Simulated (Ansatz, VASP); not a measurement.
# TePb: VASP beside Ansatz

One calculation is typed for both programs; each brings its own data sets and cutoff. How far apart do they land?

Method: plane waves, with VASP 6.6.1 beside it; single point at r2SCAN, band structure at r2SCAN, spin-orbit coupling and single point at r2SCAN, spin-orbit coupling, in Ansatz 0.2.0.

## 1. Starting point

It takes space group Fm-3m (No. 225, cubic). Conventional cell: a = 6.462 Å, b = 6.462 Å, c = 6.462 Å, α = 90.00°, β = 90.00°, γ = 90.00°. Nearest to Te lie 6 Pb at 3.23 Å. Pb has 6 Te at 3.23 Å nearest. Farther neighbours and most contacts between anions are not listed.

As a file:

```xyz
2
Lattice="0.0000 3.2310 3.2310 3.2310 0.0000 3.2310 3.2310 3.2310 0.0000" Properties=species:S:1:pos:R:3 pbc="T T T"
Te    3.2310    3.2310    3.2310
Pb    0.0000    0.0000    0.0000
```

## 2. VASP: single point, r2SCAN

With cell and atoms fixed, the geometry can't cause a difference; cores, projectors, grids and the points listed under the comparison can.

Lines of VASP's logs that name or quote its potential files are left out, and so is its time.

Input file INCAR:

```
SYSTEM = TePb
PREC = Accurate
ENCUT = 400
EDIFF = 1E-06
NELM = 100
ISMEAR = -1
SIGMA = 0.05
LREAL = .FALSE.
ALGO = Normal
METAGGA = R2SCAN
LASPH = .TRUE.
NBANDS = 16
LORBIT = 11
LWAVE = .FALSE.
LCHARG = .TRUE.
ISIF = 2
LELF = .TRUE.
LVHAR = .TRUE.
```

Input file POSCAR:

```
TePb
1.0
    0.0000000000      3.2310000000      3.2310000000
    3.2310000000      0.0000000000      3.2310000000
    3.2310000000      3.2310000000      0.0000000000
Te Pb
1 1
Direct
    0.5000000000      0.5000000000      0.5000000000
    0.0000000000      0.0000000000      0.0000000000
```

Input file KPOINTS:

```
Automatic mesh
0
Gamma
5 5 5
0 0 0
```

Potentials, in the order of the species: Te and Pb_d (PBE family, release 64).

Run with:

```console
> mpirun -np 2 vasp_std
```

Numbers of over 12 decimals in the logs are rounded to 6 here.

What it wrote:

```text
[banner, memory and clock lines left out]
running    2 mpi-ranks, on    1 nodes
 distrk:  each k-point on    2 cores,    1 groups
 distr:  one band on    1 cores,    2 groups

 POSCAR found type information on POSCAR TePb
 POSCAR found :  2 types and       2 ions
|                                                                             |
|               ----> ADVICE to this user running VASP <----                  |
|                                                                             |
|     You enforced a specific xc type in the INCAR file but a different       |
|     [... a line on the potential file left out ...]
|     I HOPE YOU KNOW WHAT YOU ARE DOING!                                     |
|                                                                             |

 LDA part: xc-table for (None), standard interpolation
 POSCAR, INCAR and KPOINTS ok, starting setup
 FFT: planning ... GRIDC
 FFT: planning ... GRID_SOFT
 FFT: planning ... GRID
 WAVECAR not read
 entering main loop
       N       E                     dE             d eps       ncg     rms          rms(c)
DAV:   1     0.609556737343E+02    0.60956E+02   -0.86237E+03   320   0.104E+03
DAV:   2    -0.784367267217E+02   -0.13939E+03   -0.13645E+03   352   0.286E+02
DAV:   3    -0.868756196737E+02   -0.84389E+01   -0.84242E+01   424   0.784E+01
DAV:   4    -0.870582065078E+02   -0.18259E+00   -0.18256E+00   416   0.138E+01
DAV:   5    -0.870655031295E+02   -0.72966E-02   -0.72966E-02   424   0.237E+00    0.346E+00
DAV:   6    -0.827030218578E+02    0.43625E+01   -0.15671E+00   416   0.214E+01    0.276E+00
DAV:   7    -0.826829369991E+02    0.20085E-01   -0.88150E-02   376   0.283E+00    0.160E+00
DAV:   8    -0.826914584025E+02   -0.85214E-02   -0.32750E-02   368   0.184E+00    0.667E-01
DAV:   9    -0.826938196755E+02   -0.23613E-02   -0.45940E-03   384   0.681E-01    0.261E-01
DAV:  10    -0.826936575393E+02    0.16214E-03   -0.49300E-04   376   0.270E-01    0.108E-01
DAV:  11    -0.826936668255E+02   -0.92862E-05   -0.16082E-05   424   0.352E-02    0.940E-02
DAV:  12    -0.826936697420E+02   -0.29165E-05   -0.72457E-05   456   0.110E-01    0.204E-02
DAV:  13    -0.826936687191E+02    0.10229E-05   -0.28173E-06   320   0.241E-02    0.945E-03
DAV:  14    -0.826936686234E+02    0.95676E-07   -0.47465E-07   184   0.104E-02
   1 F= -.82693669E+02 E0= -.82693669E+02  d E =-.109781E-06
```

From OUTCAR (step 2):

```text
ion  position               nearest neighbor table
   1  0.500  0.500  0.500-   2 3.23   2 3.23   2 3.23   2 3.23   2 3.23   2 3.23
   2  0.000  0.000  0.000-   1 3.23   1 3.23   1 3.23   1 3.23   1 3.23   1 3.23

  LATTYP: Found a face centered cubic cell.
 ALAT       =     6.4620000000

 Subroutine GETGRP returns: Found 48 space group operations
 (whereof 48 operations were pure point group operations)

The static configuration has the point symmetry O_h .

 Found     10 irreducible k-points:

   k-points           NKPTS =     10   k-points in BZ     NKDIM =     10   number of bands    NBANDS=     16

   dimension x,y,z NGX =    30 NGY =   30 NGZ =   30
   dimension x,y,z NGXF=    60 NGYF=   60 NGZF=   60

   ENCUT  =  400.0 eV  29.40 Ry    5.42 a.u.   7.45  7.45  7.45*2*pi/ulx,y,z

   NELECT =      20.0000    total number of electrons

 k-points in reciprocal lattice and weights: Automatic mesh
   0.00000000  0.00000000  0.00000000       0.008
   0.20000000  0.00000000  0.00000000       0.064
   0.40000000  0.00000000  0.00000000       0.064
   0.20000000  0.20000000  0.00000000       0.048
   0.40000000  0.20000000  0.00000000       0.192
  -0.40000000  0.20000000  0.00000000       0.192
  -0.20000000  0.20000000  0.00000000       0.096
   0.40000000  0.40000000  0.00000000       0.048
  -0.40000000  0.40000000  0.00000000       0.096
  -0.40000000  0.40000000  0.20000000       0.192

 average (electrostatic) potential at core
       1 -93.1401       2 -97.8232

 E-fermi :   6.1031

 k-point     1 :       0.0000    0.0000    0.0000
  band No.  band energies     occupation
    ...
      6      -7.0061      2.00000
      7      -0.1189      2.00000
      8       4.0152      2.00000
      9       4.0152      2.00000
     10       4.0152      2.00000
     11       9.8634      0.00000
     12       9.8634      0.00000
     13       9.8634      0.00000
     14      11.6921      0.00000
     15      11.6921      0.00000
    ...

 k-point     2 :       0.2000    0.0000    0.0000
  band No.  band energies     occupation
    ...
      6      -6.6508      2.00000
      7      -1.2289      2.00000
      8       4.1281      2.00000
      9       4.1281      2.00000
     10       4.6312      2.00000
     11       8.3673      0.00000
     12       8.5805      0.00000
     13       8.5805      0.00000
     14      11.6350      0.00000
     15      12.4329      0.00000
    ...

 k-point     3 :       0.4000    0.0000    0.0000
  band No.  band energies     occupation
    ...
      6      -5.7593      2.00000
      7      -2.9930      2.00000
      8       4.4192      2.00000
      9       4.4192      2.00000
     10       5.3549      2.00000
     11       6.8254      0.00000
     12       7.1558      0.00000
     13       7.1558      0.00000
     14      13.3185      0.00000
     15      14.3661      0.00000
    ...

  Total        0.6558520      0.6558520      0.6558520      0.0000000     -0.0000000      0.0000000
  in kB       15.5767036     15.5767036     15.5767036      0.0000000     -0.0000000      0.0000000
  external PRESSURE =      15.5767036 kB  Pullay stress =       0.0000000 kB

  energy-cutoff  :      400.00
  volume of cell :       67.46
      direct lattice vectors                 reciprocal lattice vectors
     0.000000000  3.231000000  3.231000000    -0.154750851  0.154750851  0.154750851
     3.231000000  0.000000000  3.231000000     0.154750851 -0.154750851  0.154750851
     3.231000000  3.231000000  0.000000000     0.154750851  0.154750851 -0.154750851

 POSITION                                       TOTAL-FORCE (eV/Angst)
 -----------------------------------------------------------------------------------
      3.23100      3.23100      3.23100         0.000000     -0.000000      0.000000
      0.00000      0.00000      0.00000        -0.000000      0.000000     -0.000000
 -----------------------------------------------------------------------------------
    total drift:                               -0.000000      0.000000      0.000000

  FREE ENERGIE OF THE ION-ELECTRON SYSTEM (eV)
  ---------------------------------------------------
  free  energy   TOTEN  =       -82.6936686234 eV

  energy  without entropy=      -82.6936685136  energy(sigma->0) =      -82.69366857

 total charge
# of ion       s       p       d       tot
------------------------------------------
    1        1.375   2.053   0.018   3.447
    2        1.457   0.564   9.827  11.848
--------------------------------------------------
tot          2.833   2.617   9.845  15.294

[... 3 further parts left out ...]
```

The run ends at a pressure of 1.56 GPa.

## 3. Ansatz: single point, r2SCAN

Ansatz runs on its default PAW (the set named soft_2) files.

The same cell, functional, mesh and smearing now go to Ansatz, which takes its cutoff from its data sets.

Input file input.yaml:

```yaml
crystal:
  lattice:
    - [0.0, 3.231, 3.231]
    - [3.231, 0.0, 3.231]
    - [3.231, 3.231, 0.0]
  atoms:
    - { symbol: Te, position: [0.5, 0.5, 0.5] }
    - { symbol: Pb, position: [0.0, 0.0, 0.0] }
hamiltonian:
  xc: r2scan
  pseudopotentials: { kind: paw }
kpoints:
  mp_grid: { grid: [5, 5, 5] }
scf:
  occupations: { method: fermi_dirac, width: 0.05 }
  n_extra_bands: 4
output:
  forces: true
  stress: true
  eigenvalues: true
```

Run with:

```console
> ansatz run input.yaml --threads 2 --pin off --max-ram 4608MiB --backend cpu --events-out ev --progress --plain --runs-dir out
```

What it wrote:

```text
scf.n_extra_bands = 4 over 15 filled bands (N_el = 30.0): the run solves 19 bands
Engine: ansatz 0.2.0, aarch64-unknown-linux-gnu
Pseudopotentials: kind: paw
Pseudopotential: Te, paw, valence charge 16, recommended cutoff 500 eV (meta_gga), Te.paw.azcp
Pseudopotential: Pb, paw, valence charge 14, recommended cutoff 500 eV (meta_gga), Pb.paw.azcp
Functional definition: r2SCAN
  parameter k0 = 0.174
  parameter k1 = 0.065
  parameter a1 = 4.9479
  exchange = r2scan_x(k0 = k0, k1 = k1, a1 = a1)
  correlation = r2scan_c
Crystal: 2 atoms, lattice volume = 67.459 Å³
Basis set: ecut = 500 eV, 1687 PW (Γ), exchange–correlation on 144×144×144 points (64 copies of the dense FFT grid, shifted against one another)
Bands: 19, of which v1, the nominal top of the filled ones, is band 15 counted from 1 (14 counted from 0)
Symmetry: 48 space group operations
Space group: Fm-3m (ITA 225), of the structure as read, at distance tolerance 4.1e-5 Å
k-points: 10 of 125
Non-local potential: Te, projectors of the file, l = 0: 2, l = 1: 2, l = 2: 2, l = 3: 2
Non-local potential: Pb, projectors of the file, l = 0: 2, l = 1: 2, l = 2: 2, l = 3: 2
PAW form: soft (Blöchl's): semilocal exchange-correlation on the pseudo side does not see the compensation charge
PAW frozen core: Te, regenerated for the run's functional (the file was generated under x = pbe(κ = 0.804, μ = 0.219515), c = pbe(β = 0.066725))
PAW frozen core: Pb, regenerated for the run's functional (the file was generated under x = pbe(κ = 0.804, μ = 0.219515), c = pbe(β = 0.066725))
PAW one-centre angular grid: Te, 590 points (default); XC on 160 Gauss nodes
PAW one-centre angular grid: Pb, 590 points (default); XC on 160 Gauss nodes
Initial density: superposition of atomic densities (neutral atoms: chi_scale 0, normalization atom), corrected by the library's trained network
Initial wavefunctions: pseudopotential atomic-orbital guess
Functional: x = r2scan, c = r2scan; τ floored in thin density (d = 2e-4 eV/Å³)
SCF iter   1: F=—  HF=-18916.672694 eV  |F-HF|=—  |Δ(HF+E_count)|=         —  Δρ=4.86e-3  dr2=1.14e-2  dr2_τ=9.38e-4  ethr=1.77e-3  ⟨swp⟩=6.4  Hψ=1006  notcnv=0
preconditioner: auto → none  [insulator: Δε(μ)=1.458 eV  Ē_g=15.526 eV  σ=0.050 eV  W_gap=1.00  n_scr=14 (ndim 8)  ℏωp=20.2 eV  f_vac=0.014  D(μ)=0.00/eV (n_scr^D=0)  ε∞_Penn≈2.7]
SCF iter   2: F=—  HF=-18916.675436 eV  |F-HF|=—  |Δ(HF+E_count)|=   2.74e-3  Δρ=1.39e-3  dr2=1.25e-3  dr2_τ=8.59e-5  ethr=3.79e-5  ⟨swp⟩=2.0  Hψ=410  notcnv=0
SCF iter   3: F=—  HF=-18916.675640 eV  |F-HF|=—  |Δ(HF+E_count)|=   2.04e-4  Δρ=4.93e-4  dr2=9.15e-5  dr2_τ=8.98e-6  ethr=4.18e-6  ⟨swp⟩=3.0  Hψ=341  notcnv=0
SCF iter   4: F=—  HF=-18916.675688 eV  |F-HF|=—  |Δ(HF+E_count)|=   4.79e-5  Δρ=1.79e-4  dr2=1.47e-5  dr2_τ=2.72e-7  ethr=3.05e-7  ⟨swp⟩=2.0  Hψ=334  notcnv=0
SCF iter   5: F=—  HF=-18916.675694 eV  |F-HF|=—  |Δ(HF+E_count)|=   6.07e-6  Δρ=4.94e-5  dr2=1.09e-6  dr2_τ=2.39e-8  ethr=4.92e-8  ⟨swp⟩=2.1  Hψ=252  notcnv=0
SCF iter   6: F=-18916.675694 eV  HF=-18916.675694 eV  |F-HF|=2.71e-9  |Δ(HF+E_count)|=   5.03e-7  Δρ=7.81e-6  dr2=2.87e-8  dr2_τ=6.86e-10  ethr=3.33e-10  ⟨swp⟩=4.6  Hψ=991  notcnv=0
SCF 1 converged in 6 iterations: F = -18916.675694 eV  dr2 = 2.87e-8
  greatest PAW one-centre occupation: 0.997 electrons in one spin orbital (limit 2), on the Te atom at site 0 (counted from 0), in its partial waves of l = 2
SCF converged after 6 iterations
Free energy (F): -18916.675694 eV
Harris-Foulkes:  -18916.675694 eV  (|F-HF|=2.71e-9)
Internal energy: -18916.675694 eV  (E = F + TS)
E sigma→0 (E₀):  -18916.675694 eV
Entropy (-TS):   -0.000000 eV (-0.000 meV/atom)
Fermi energy:    9.176802 eV
--- Per-component energies (eV) ---
  E_band       = -337.342116
  E_kinetic    = 467.649978
  E_local      = -2387.721896  (includes V_loc(G=0)·N_el)
  E_nonlocal   = 40.579114
  E_hartree    = 1257.131723
  E_xc         = -324.091409
  E_vxc        = -257.332650  (∫ρ·V_xc dr)
  E_paw        = -15118.554377  (= ΣΔE_a)
  E_vpaw       = -732.083122  (= ΣTr[D̂ρ^β])
  E_aug_tail   = -0.000021  (compensation charges beyond the density's cutoff)
  E_vtau       = 17.300969  (kinetic-family band-sum trace: ∫τ·v_τ [+ j·A + Jᵃ·Aᵃ] dr)
  E_ewald      = -2852.919164
  E_core_change = 1.250358  (= ΣΔE_core)
  E_smearing   = -0.000000  (= −TS)
  E_closure    = -0.000000  (closes the sum)
  Σ components = -18916.675694   (vs F -18916.675694, Δ=0.00e0)
--- Forces (eV/Å), atoms counted from 1 ---
  atom   1  Te     0.00000000     0.00000000     0.00000000
  atom   2  Pb    -0.00000000     0.00000000     0.00000000
  max |Σ_I F_I| component: 2.39e-29 eV/Å
--- Stress (GPa, compression-positive) ---
        1.562755      -0.000000       0.000000
        0.000000       1.562755      -0.000000
       -0.000000       0.000000       1.562755
  P = ⅓ Tr σ = 1.5628 GPa (15.628 kbar)
--- Band table (eV; the first three rows and the last of 10) ---
  k-point 0: bands = [... 11 lower, 2.9659, 7.0835, 7.0835, 7.0835, 12.9327, 12.9327, 12.9327, 14.7824]
  k-point 1: bands = [... 11 lower, 1.8539, 7.1963, 7.1963, 7.7034, 11.4395, 11.6535, 11.6535, 14.7105]
  k-point 2: bands = [... 11 lower, 0.0913, 7.4867, 7.4867, 8.4304, 9.8982, 10.2300, 10.2300, 16.3913]
  k-point 9: bands = [... 11 lower, 0.3546, 5.0096, 5.0354, 7.8115, 10.7244, 13.6051, 13.7811, 15.1462]
```

It took 3.2 s on 2 threads of Arm Neoverse N1, shared host; peak memory 0.49 GiB.

In the SCF lines HF is the Harris–Foulkes energy and dr2 the Hartree energy of the density residual, in eV; the loop may stop once dr2 is under the threshold and the program's other checks hold. Hψ counts applications of the Hamiltonian.

The run ends at a pressure of 1.56 GPa.

## 4. Side by side

Known differences besides the potentials themselves: VASP keeps PBE cores, Ansatz makes them for the functional; the data sets hold 30 valence electrons in Ansatz (default PAW (the set named soft_2) files) and 20 in VASP; the cutoff is 500 eV in Ansatz and 400 eV in VASP. Total energies have different zeros and are not compared.

Compared:

| quantity | Ansatz | VASP | difference |
| --- | --- | --- | --- |
| pressure (GPa) | 1.56 | 1.56 | +0.01 |
| gap on the k mesh (eV) | 1.468 | 1.470 | -0.003 |

A gap on the mesh is an upper bound, since the band edges may lie between its points; neither run holds spin-orbit coupling, which can move the band edges of a compound of Pb. Ansatz's pressure holds a Pulay correction of 0.01 GPa; VASP's holds none.

## 5. Ansatz: band structure, r2SCAN, spin-orbit coupling

The same path points are solved in both programs, so levels can be compared one by one.

Input file input.yaml:

```yaml
crystal:
  lattice:
    - [0.0, 3.231, 3.231]
    - [3.231, 0.0, 3.231]
    - [3.231, 3.231, 0.0]
  atoms:
    - { symbol: Te, position: [0.5, 0.5, 0.5] }
    - { symbol: Pb, position: [0.0, 0.0, 0.0] }
hamiltonian:
  xc: r2scan
  pseudopotentials: { kind: paw_fr }
magnetization:
  noncollinear: true
  spin_orbit: true
kpoints:
  mp_grid: { grid: [6, 6, 6] }
  band_path:
    path:
      - [0.0, 0.0, 0.0]
      - [0.16667, 0.0, 0.16667]
      - [0.33333, 0.0, 0.33333]
      - [0.5, 0.0, 0.5]
      - [0.5, 0.08333, 0.58333]
      - [0.5, 0.18333, 0.68333]
      - [0.5, 0.25, 0.75]
      - [0.45, 0.3, 0.75]
      - [0.40833, 0.34167, 0.75]
      - [0.35, 0.35, 0.7]
      - [0.225, 0.225, 0.45]
      - [0.075, 0.075, 0.15]
      - [0.03333, 0.03333, 0.03333]
      - [0.23333, 0.23333, 0.23333]
      - [0.4, 0.4, 0.4]
      - [0.5, 0.5, 0.5]
      - [0.51667, 0.46667, 0.51667]
      - [0.55833, 0.38333, 0.55833]
      - [0.60833, 0.28333, 0.60833]
      - [0.60833, 0.25, 0.64167]
      - [0.55833, 0.25, 0.69167]
      - [0.51667, 0.25, 0.73333]
      - [0.5, 0.3, 0.7]
      - [0.5, 0.38333, 0.61667]
      - [0.5, 0.48333, 0.51667]
      - [0.475, 0.475, 0.55]
      - [0.425, 0.425, 0.65]
      - [0.38333, 0.38333, 0.73333]
      - [0.59167, 0.18333, 0.59167]
      - [0.55, 0.1, 0.55]
      - [0.5, 0.0, 0.5]
    npoints: 1
scf:
  occupations: { method: fermi_dirac, width: 0.05 }
  n_extra_bands: 14
output:
  forces: true
  stress: true
  eigenvalues: true
```

What it wrote:

```text
[...]
non-collinear run that drives no moment, with spin-orbit: no starting moment large enough to seed its density (crystal.atoms[].spin), no starting occupations that ask for one, no magnetisation constraint and no magnetic field, so the semilocal B_xc is pinned to zero
Crystal: 2 atoms, lattice volume = 67.459 Å³
[...]
k-point 1: bands = [... 26 lower, 7.4333, 7.4333, 7.7220, 7.7220, 10.6043, 10.6043, 12.2541, 12.2541, ... 10 higher]
  k-point 2: bands = [... 26 lower, 7.6165, 7.6165, 8.2912, 8.2912, 9.3951, 9.3951, 10.7491, 10.7491, ... 10 higher]
  k-point 15: bands = [... 26 lower, 4.9410, 4.9410, 7.2048, 7.2048, 11.3428, 11.3428, 13.2337, 13.2337, ... 10 higher]
[key lines of the parts left out:]
SCF converged after 7 iterations
Magnetization: |M| = 0.0000 μB,  M = (+0.0000, +0.0000, +0.0000) μB
Free energy (F): -18871.745980 eV
Fermi energy:    8.687042 eV
P = ⅓ Tr σ = 1.2774 GPa (12.774 kbar)
```

The job ended after 40 s (2 threads; peak memory 0.75 GiB).

(Part 1 of 2 ends here.)

[Lines on the potential files, build, host, timing and source positions are cut from VASP's logs without a mark.]

[Logs are printed without paths, hosts, clocks, repeated set-up lines and the standing remarks that a program may print on its own settings, such as how far it seeks lower states.]

[Hosts, paths, dates, database ids (printed as entryN), source tags and the programs' standing remarks are cut or masked in the printed files.]
